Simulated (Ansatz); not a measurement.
# Cd7S8: the cost of one run

Method: DFT PBE, scalar-relativistic, plane waves, PAW, in Ansatz 0.2.0.

1 further run of the same task is left out (set aside as unsound or not needed).

## (1) The system as given

The structure is monoclinic, space group Cm (No. 8). The conventional cell has a = 13.656 Å, b = 8.394 Å, c = 9.973 Å, α = 90.00°, β = 133.20°, γ = 90.00°. Around Cd (site symmetry 1) lie 4 S at 2.57 Å. Cd (site symmetry m) has 4 S at 2.57 Å as nearest neighbours. S (site symmetry m) has 3 Cd at 2.57 Å as nearest neighbours. S (site symmetry 1) is surrounded by 4 Cd at 2.57 Å. S (site symmetry m) is surrounded by 4 Cd at 2.57 Å. Only part of the 11 independent sites is listed.

Coordinates:

```
CELL_PARAMETERS angstrom
4.19715 0.00000 6.82781
4.19715 0.00000 -6.82781
-4.19715 7.26967 0.00000
ATOMIC_POSITIONS crystal
Cd 0.16875 0.16459 0.83333
Cd 0.66875 0.66459 0.33333
Cd 0.66875 0.66459 0.83333
Cd 0.58541 0.08125 0.16667
Cd 0.58541 0.08125 0.66667
Cd 0.08541 0.58125 0.16667
Cd 0.08541 0.58125 0.66667
S 0.35709 0.97625 0.33333
S 0.35709 0.97625 0.83333
S 0.85709 0.47625 0.33333
S 0.85709 0.47625 0.83333
S 0.77375 0.89291 0.16667
S 0.77375 0.89291 0.66667
S 0.27375 0.39291 0.16667
S 0.27375 0.39291 0.66667
```

It is built from the cell relaxed beforehand with the same method (26.04 Å³/atom).

## (2) The vacancy and the jump

The supercell lacks one Cd atom, at fractional position (0.169, 0.165, 0.333), and holds 15 atoms. Atom 4 (Cd), 4.19 Å away, is to jump into the empty site. The cell is fixed.

## (3) Relaxing around the vacancy

The input, input.yaml:

```yaml
crystal:
  lattice:
    - [4.1971452149, 0.0, 6.8278104875]
    - [4.1971452149, 0.0, -6.8278104875]
    - [-4.1971452149, 7.2696687589, 0.0]
  atoms:
    - { symbol: Cd, position: [0.1687456107, 0.1645877227, 0.8333333333] }
    - { symbol: Cd, position: [0.6687456107, 0.6645877227, 0.3333333333] }
    - { symbol: Cd, position: [0.6687456107, 0.6645877227, 0.8333333333] }
    - { symbol: Cd, position: [0.5854122773, 0.0812543893, 0.1666666667] }
    - { symbol: Cd, position: [0.5854122773, 0.0812543893, 0.6666666667] }
    - { symbol: Cd, position: [0.0854122773, 0.5812543893, 0.1666666667] }
    - { symbol: Cd, position: [0.0854122773, 0.5812543893, 0.6666666667] }
    - { symbol: S, position: [0.3570877227, 0.9762456107, 0.3333333333] }
    - { symbol: S, position: [0.3570877227, 0.9762456107, 0.8333333333] }
    - { symbol: S, position: [0.8570877227, 0.4762456107, 0.3333333333] }
    - { symbol: S, position: [0.8570877227, 0.4762456107, 0.8333333333] }
    - { symbol: S, position: [0.7737543893, 0.8929122773, 0.1666666667] }
    - { symbol: S, position: [0.7737543893, 0.8929122773, 0.6666666667] }
    - { symbol: S, position: [0.2737543893, 0.3929122773, 0.1666666667] }
    - { symbol: S, position: [0.2737543893, 0.3929122773, 0.6666666667] }
basis:
  ecutwfc: 420
kpoints:
  mp_grid: { grid: [4, 4, 4] }
hamiltonian:
  xc: pbe
scf:
  occupations: { method: gaussian, width: 0.05 }
output:
  forces: true
  stress: true
  eigenvalues: true
  write_density: true
  write_potential: true
  elf: true
  volumetric_format: npy
relax:
  adjacent_minimum: "off"
  f_tol: 0.02
  max_steps: 50
```

On the command line:

```console
$ ansatz run input.yaml --threads 4 --pin off --max-ram 9216MiB --backend cpu --events-out ev --progress --plain --runs-dir out
```

**Question.** How long does this run take on 4 threads of AMD EPYC 9R45 (Zen 5), shared host, and how much memory does it need?

About 39 s, with a peak of 1.7 GiB.
